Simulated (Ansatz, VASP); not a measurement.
# Al3Au: VASP and Ansatz over several settings

```
CELL_PARAMETERS angstrom
-1.99796 1.99796 4.00177
1.99796 -1.99796 4.00177
1.99796 1.99796 -4.00177
ATOMIC_POSITIONS crystal
Au 0.00000 0.00000 0.00000
Al 0.50000 0.50000 0.00000
Al 0.25000 0.75000 0.50000
Al 0.75000 0.25000 0.50000
```

Change from the starting cell: volume scaled by 0.96.

Single points on this cell with VASP 6.6.1 and Ansatz 0.2.0. Each row is one pair of runs. Alike in all rows: spin: off; k mesh: 9 × 9 × 9; smearing: fermi-dirac, width 0.05 eV; VASP's potentials, cutoff: VASP PAW PBE potentials, release 64 (Au, Al), 520 eV.

| level | Ansatz's potentials, cutoff | gap on the k mesh at the Fermi level (eV), VASP | gap on the k mesh at the Fermi level (eV), Ansatz | pressure (GPa), VASP | pressure (GPa), Ansatz | largest component of the traceless stress (GPa), VASP | largest component of the traceless stress (GPa), Ansatz |
| --- | --- | --- | --- | --- | --- | --- | --- |
| PBE | Ansatz PAW, 420 eV | none | none | 4.6 | 4.7 | 0.32 | 0.34 |
| r2SCAN | Ansatz PAW, 500 eV | none | ? | 1.1 | ? | 0.17 | ? |
| PBEsol | Ansatz PAW, 420 eV | none | none | 1.4 | 1.5 | 0.34 | 0.36 |

Fill in what Ansatz gave in row 2.

gap on the k mesh at the Fermi level (eV): none; pressure (GPa): 1.4; largest component of the traceless stress (GPa): 0.18.

A gap of «none» marks a metal or a gap that the smearing closes.

Caveats: the PAW data sets were made with another functional, which shifts forces and pressure a little (VASP); the PAW data sets come from PBE, with cores solved anew for the run's functional, which leaves a small shift of forces and pressure (Ansatz).
